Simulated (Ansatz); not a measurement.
Wanted: the native input for an Ansatz 0.2.0 run.

```yaml
Task: band structure
Functional: PBEsol
Potentials_or_basis: all-electron LAPW, non-relativistic
Cutoff: 480 eV (chosen from the basis error)
Basis_error_allowed: 0.002 eV/atom
k_mesh: 12 × 12 × 4
Occupations: fermi-dirac, width 0.05 eV
Spin: no spin polarisation
```

The system is BN.

```xyz
4
Lattice="2.4982 0.0000 0.0000 -1.2491 2.1635 0.0000 0.0000 0.0000 6.6357" Properties=species:S:1:pos:R:3 pbc="T T T"
N     1.2491    0.7212    1.6589
N     0.0000    1.4424    4.9768
B     1.2491    0.7212    4.9768
B     0.0000    1.4424    1.6589
```

The input as run:

input.yaml

```yaml
crystal:
  lattice:
    - [2.49824, 0.0, 0.0]
    - [-1.24912, 2.1635393048, 0.0]
    - [0.0, 0.0, 6.6357]
  atoms:
    - { symbol: "N", position: [0.6666666667, 0.3333333333, 0.25] }
    - { symbol: "N", position: [0.3333333333, 0.6666666667, 0.75] }
    - { symbol: B, position: [0.6666666667, 0.3333333333, 0.75] }
    - { symbol: B, position: [0.3333333333, 0.6666666667, 0.25] }
kpoints:
  mp_grid: { grid: [12, 12, 4] }
  band_path:
    path:
      - [0.0, 0.0, 0.0]
      - [0.5, 0.0, 0.0]
      - [0.3333333333, 0.3333333333, 0.0]
      - [0.0, 0.0, 0.0]
      - [0.0, 0.0, 0.5]
      - [0.5, 0.0, 0.5]
      - [0.3333333333, 0.3333333333, 0.5]
      - [0.0, 0.0, 0.5]
    npoints: 8
scf:
  occupations: { method: fermi_dirac, width: 0.05 }
hamiltonian:
  xc: pbesol
  pseudopotentials:
    kind: all_electron
    lapw: { basis_error: 0.002 }
    relativity: none
output:
  forces: true
  stress: true
  eigenvalues: true
```

Potentials or basis: all-electron LAPW, non-relativistic.

The run is started by

```console
$ ansatz run input.yaml --threads 2 --pin off --max-ram 8192MiB --backend cpu --events-out ev --progress --plain --runs-dir out
```

It gave:

The pressure is 2.3 GPa. The band gap on the k mesh is 4.19 eV, indirect (least direct gap 4.60 eV) and the band gap along the path is 4.16 eV, indirect (least direct gap 4.60 eV).

Caveat: this functional lacks dispersion, which binds the layers, so the pressure and a relaxed spacing across them are unreliable.

Run time: 11 s on 2 threads of Arm Neoverse V2 (shared host), peak memory 0.38 GiB.
